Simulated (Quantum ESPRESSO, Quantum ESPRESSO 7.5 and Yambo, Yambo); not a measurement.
# AlN (F-43m): G0W0 with Yambo, start to end

How does a plane-wave GW calculation on AlN (F-43m) run from the first input to the gap?

Method: PBE and many-body steps on it, plane waves, in Quantum ESPRESSO 7.5 and Yambo 5.3.0.

Report form: the programs' logs are mostly left out.

### Step 1. The starting structure

The structure is cubic, space group F-43m (No. 216). The conventional cell has a = 4.368 Å, b = 4.368 Å, c = 4.368 Å, α = 90.00°, β = 90.00°, γ = 90.00°. Al has 4 N at 1.89 Å nearest. N has 4 Al at 1.89 Å nearest. Farther neighbours and most contacts between anions are not listed.

The cell and positions are those that the Materials Project relaxed with its own functionals (PBE, PBE+U or r2SCAN), kept fixed. This is not the form that AlN usually takes at ambient conditions.

### Step 2. Ground state

This step: Quantum ESPRESSO 7.5; DFT, PBE, plane waves, norm-conserving pseudopotentials.

The ground-state density comes first.

pw.in

```
&control
  calculation = 'scf'
  prefix = 'x'
  outdir = 'o'
  pseudo_dir = 'pseudo'
/
&system
  ibrav = 0
  nat = 2
  ntyp = 2
  ecutwfc = 72.0
  nbnd = 9
  force_symmorphic = .true.
/
&electrons
  conv_thr = 1e-10
  electron_maxstep = 80
  mixing_beta = 0.5
/
ATOMIC_SPECIES
  Al 26.982 Al.upf
  N 14.007 N.upf
CELL_PARAMETERS angstrom
  -0.0000000000 2.1839935596 2.1839935596
  2.1839935596 -0.0000000000 2.1839935596
  2.1839935596 2.1839935596 -0.0000000000
ATOMIC_POSITIONS crystal
  Al 0.0000000000 0.0000000000 0.0000000000
  N 0.7500000000 0.7500000000 0.7500000000
K_POINTS automatic
  8 8 8 0 0 0
```

Started as:

```sh
$ OMP_NUM_THREADS=1 mpirun -n 4 pw.x -nk 4 -in pw.in > pw.out
```

Wall time 2.4 s (4 MPI ranks of Arm Neoverse V1, shared host); peak memory 0.19 GiB; 9.4 s of CPU time.

Numbers from this step:

* total energy: -348.1006 eV
* gap: 3.325 eV
* k of the valence top: 0, 0, 0
* k of the conduction bottom: 0, -0.5, -0.5
* least direct gap: 4.192 eV

The gap is indirect, with the least direct gap 0.87 eV higher.

### Step 3. Bands along the symmetry lines

Levels along a band path, at the cheap level, show where the edges lie and whether the meshes to come will hold them.

pw.in

```
&control
  calculation = 'bands'
  prefix = 'x'
  outdir = 'o'
  pseudo_dir = 'pseudo'
/
&system
  ibrav = 0
  nat = 2
  ntyp = 2
  ecutwfc = 72.0
  nbnd = 10
  force_symmorphic = .true.
/
&electrons
  conv_thr = 1e-9
  electron_maxstep = 80
  diago_full_acc = .true.
  diago_thr_init = 5e-6
/
ATOMIC_SPECIES
  Al 26.982 Al.upf
  N 14.007 N.upf
CELL_PARAMETERS angstrom
  -0.0000000000 2.1839935596 2.1839935596
  2.1839935596 -0.0000000000 2.1839935596
  2.1839935596 2.1839935596 -0.0000000000
ATOMIC_POSITIONS crystal
  Al 0.0000000000 0.0000000000 0.0000000000
  N 0.7500000000 0.7500000000 0.7500000000
K_POINTS crystal
  50
  0.00000000 0.00000000 0.00000000 1
  -0.06250000 -0.06250000 0.00000000 1
  -0.12500000 -0.12500000 0.00000000 1
  -0.18750000 -0.18750000 0.00000000 1
  -0.25000000 -0.25000000 0.00000000 1
  -0.31250000 -0.31250000 0.00000000 1
  -0.37500000 -0.37500000 0.00000000 1
  -0.43750000 -0.43750000 0.00000000 1
  -0.50000000 -0.50000000 0.00000000 1
  -0.48437500 -0.48437500 0.03125000 1
  -0.46875000 -0.46875000 0.06250000 1
  -0.45312500 -0.45312500 0.09375000 1
  -0.43750000 -0.43750000 0.12500000 1
  -0.42187500 -0.42187500 0.15625000 1
  -0.40625000 -0.40625000 0.18750000 1
  -0.39062500 -0.39062500 0.21875000 1
  -0.37500000 -0.37500000 0.25000000 1
  -0.37500000 0.00000000 0.37500000 1
  -0.32812500 0.00000000 0.32812500 1
  -0.28125000 0.00000000 0.28125000 1
  -0.23437500 0.00000000 0.23437500 1
  -0.18750000 0.00000000 0.18750000 1
  -0.14062500 0.00000000 0.14062500 1
  -0.09375000 0.00000000 0.09375000 1
  -0.04687500 0.00000000 0.04687500 1
  0.00000000 0.00000000 0.00000000 1
  0.00000000 0.00000000 0.06250000 1
  0.00000000 0.00000000 0.12500000 1
  0.00000000 0.00000000 0.18750000 1
  0.00000000 0.00000000 0.25000000 1
  0.00000000 0.00000000 0.31250000 1
  0.00000000 0.00000000 0.37500000 1
  0.00000000 0.00000000 0.43750000 1
  0.00000000 0.00000000 0.50000000 1
  -0.06250000 -0.03125000 0.46875000 1
  -0.12500000 -0.06250000 0.43750000 1
  -0.18750000 -0.09375000 0.40625000 1
  -0.25000000 -0.12500000 0.37500000 1
  -0.31250000 -0.15625000 0.34375000 1
  -0.37500000 -0.18750000 0.31250000 1
  -0.43750000 -0.21875000 0.28125000 1
  -0.50000000 -0.25000000 0.25000000 1
  -0.50000000 -0.28125000 0.21875000 1
  -0.50000000 -0.31250000 0.18750000 1
  -0.50000000 -0.34375000 0.15625000 1
  -0.50000000 -0.37500000 0.12500000 1
  -0.50000000 -0.40625000 0.09375000 1
  -0.50000000 -0.43750000 0.06250000 1
  -0.50000000 -0.46875000 0.03125000 1
  -0.50000000 -0.50000000 0.00000000 1
```

Run time: 1.6 s. Hardware: 4 MPI ranks; peak memory 0.05 GiB; 6.1 s of CPU time.

Numbers from this step:

| Quantity | Value |
| --- | --- |
| gap | 3.325 eV |
| k of the valence top | 0, 0, 0 |
| k of the conduction bottom | -0.5, -0.5, 0 |
| least direct gap | 4.192 eV |

The gap is 3.325 eV, as in the run before at this level.

The electronic bands at the labelled points (eV, zero at the top of the highest filled band; v1 is the highest filled band, c1 the lowest empty one):

```tsv
point	v4	v3	v2	v1	c1	c2	c3	c4
Γ	-14.97	0.00	0.00	0.00	4.19	12.59	12.59	12.59
halfway	-13.84	-2.88	-0.98	-0.98	5.96	10.29	11.51	14.02
X	-12.28	-4.90	-1.78	-1.78	3.32	8.65	13.92	15.70
halfway	-12.27	-4.73	-2.47	-1.67	3.96	9.19	13.67	15.23
U	-12.30	-4.25	-3.63	-1.37	5.17	10.12	13.05	14.17
jump to K	-12.30	-4.25	-3.63	-1.37	5.17	10.12	13.05	14.17
halfway	-13.74	-3.54	-1.50	-0.20	7.34	10.30	11.41	12.58
Γ	-14.97	0.00	0.00	0.00	4.19	12.59	12.59	12.59
halfway	-14.12	-3.26	-0.26	-0.26	6.45	10.98	12.35	12.35
L	-12.92	-5.86	-0.48	-0.48	7.39	9.85	11.17	11.17
halfway	-12.60	-5.14	-2.22	-1.12	7.11	9.26	12.17	12.69
W	-12.23	-3.77	-3.44	-2.70	6.05	11.45	11.98	12.16
halfway	-12.25	-4.56	-2.40	-2.29	4.57	9.69	13.40	13.89
X	-12.28	-4.90	-1.78	-1.78	3.32	8.65	13.92	15.70
```

### Step 4. Empty states on the mesh, 6×6×6 mesh, 51 bands

The sums over transitions need many empty states on a uniform mesh; this step solves for them.

pw.in

```
&control
  calculation = 'nscf'
  prefix = 'x'
  outdir = 'o'
  pseudo_dir = 'pseudo'
/
&system
  ibrav = 0
  nat = 2
  ntyp = 2
  ecutwfc = 72.0
  nbnd = 51
  force_symmorphic = .true.
/
&electrons
  conv_thr = 1e-9
  electron_maxstep = 80
  diago_full_acc = .true.
  diago_thr_init = 5e-6
/
ATOMIC_SPECIES
  Al 26.982 Al.upf
  N 14.007 N.upf
CELL_PARAMETERS angstrom
  -0.0000000000 2.1839935596 2.1839935596
  2.1839935596 -0.0000000000 2.1839935596
  2.1839935596 2.1839935596 -0.0000000000
ATOMIC_POSITIONS crystal
  Al 0.0000000000 0.0000000000 0.0000000000
  N 0.7500000000 0.7500000000 0.7500000000
K_POINTS automatic
  6 6 6 0 0 0
```

Run time: 2.2 s. Hardware: 4 MPI ranks; peak memory 0.19 GiB; 8.5 s of CPU time.

Numbers from this step:

* gap: 3.325 eV
* k of the valence top: 0, 0, 0
* k of the conduction bottom: 0, -0.5, -0.5
* least direct gap: 4.192 eV
* k points computed: 16
* lowest point of the top converged band, above the valence top: 80.5799 eV

On this mesh the gap is 3.325 eV.

### Step 5. Conversion and set-up

This step: Yambo 5.3.0; conversion and set-up on PBE, plane waves, norm-conserving pseudopotentials.

The states are converted to the many-body program's format and the q mesh is built.

Started as:

```sh
$ (cd o/x.save; p2y > p2y.log; mv SAVE ../..); yambo > setup.log
```

Run time: 2.1 s. Hardware: 1 MPI rank; peak memory 0.23 GiB.

### Step 6. Screening and self-energy, 6×6×6 mesh, 51 bands, screening to 129.3 eV

Now the one-shot GW correction: screening in the RPA, then the self-energy of the levels asked for.

This step: G0W0 on PBE, plane waves, norm-conserving pseudopotentials.

gw1.in

```
HF_and_locXC
gw0
dyson
ppa
em1d
rim_cut
RandQpts= 1000000
RandGvec= 1 RL
EXXRLvcs= 72 Ry
VXCRLvcs= 288 Ry
Chimod= "HARTREE"
% BndsRnXp
 1 | 51 |
%
NGsBlkXp= 9.5 Ry
% LongDrXp
 1 | 1 | 1 |
%
% GbndRnge
 1 | 51 |
%
DysSolver= "n"
ExtendOut
PPAPntXp= 27.21138 eV
% QPkrange
 1 | 16 | 2 | 9 |
%
```

Started as:

```sh
$ OMP_NUM_THREADS=1 mpirun -n 4 yambo -F gw1.in -J gw1 -C gw1 > gw1.log
```

Elapsed: 3.2 min, on 4 MPI ranks; peak memory 1.3 GiB; 13 min of CPU time.

This step gave:

| Item | Value |
| --- | --- |
| G0W0 gap on the mesh | 4.376 eV |
| starting gap on the mesh | 3.325 eV |
| k of the valence top | 0, 0, 0 |
| k of the conduction bottom | 0, -0.5, -0.5 |
| least direct G0W0 gap on the computed points | 5.511 eV |
| Z at the valence top | 0.7932 |
| Z at the conduction bottom | 0.8395 |

The gap on the mesh goes from 3.32 eV to 4.38 eV, a correction of +1.05 eV.

Limits: finite bands, cutoff and mesh. v1 is the top filled band, c1 the lowest empty one. The levels before and after the correction (eV, zero at the valence-band top of each column):

```tsv
	conduction bottom	valence top
Kohn-Sham	3.32	0.00
G0W0	4.38	0.00
```

```tsv
	level	energy (eV)
Kohn-Sham	Γ v3-v1	0.000
Kohn-Sham	Γ c1	4.192
Kohn-Sham	Γ c2-c4	12.589
Kohn-Sham	(0 -0.5 -0.5) v3	-4.898
Kohn-Sham	(0 -0.5 -0.5) v2-v1	-1.775
Kohn-Sham	(0 -0.5 -0.5) c1	3.325
Kohn-Sham	(0 -0.5 -0.5) c2	8.652
Kohn-Sham	(0 -0.5 -0.5) c3	13.920
Kohn-Sham	(0 -0.5 -0.5) c4	15.697
G0W0	Γ v3-v1	0.000
G0W0	Γ c1	5.511
G0W0	Γ c2-c4	13.945
G0W0	(0 -0.5 -0.5) v3	-5.503
G0W0	(0 -0.5 -0.5) v2-v1	-2.110
G0W0	(0 -0.5 -0.5) c1	4.376
G0W0	(0 -0.5 -0.5) c2	9.969
G0W0	(0 -0.5 -0.5) c3	16.082
G0W0	(0 -0.5 -0.5) c4	17.506
```

### Step 7. Where the time went

Times are wall times on the hardware named with each run, good to a factor of about two.

```tsv
step	time	share	memory (GiB)
ground state	2.4 s	1 %	0.19
bands along the symmetry lines	1.6 s	1 %	0.05
empty states on the mesh	2.2 s	1 %	0.19
conversion and set-up	2.1 s	1 %	0.23
screening and self-energy	3.2 min	96 %	1.3
```

### Step 8. Summary of results

| Item | Value |
| --- | --- |
| PBE gap | 3.32 eV, indirect |
| G0W0 gap on the mesh | 4.38 eV |
| GW settings | 6×6×6 mesh, 51 bands, screening to 129.3 eV, Godby-Needs plasmon pole |
| known limits | not at the basis limit |

G0W0 moves the gap on the mesh from 3.32 eV to 4.38 eV (+1.05 eV), with Z of 0.79 and 0.84 at the edges. The dearest step here is «screening and self-energy». Bands and cutoff are finite, so the gap is not at the basis limit. The miss can reach some tenths of an eV and take either sign; the mesh is an error of its own.

[Paths, hosts, dates, memory and timing lines, banners, echoed tables and standing remarks are left out of the program output.]

[Logs are printed without paths, hosts, clocks, repeated set-up lines and the standing remarks that a program may print on its own settings, such as how far it seeks lower states.]

[Runs of the session that timed out or met a known fault of the program may be left out.]

[Hosts, paths, dates, database ids (printed as entryN), source tags and the programs' standing remarks are cut or masked in the printed files.]
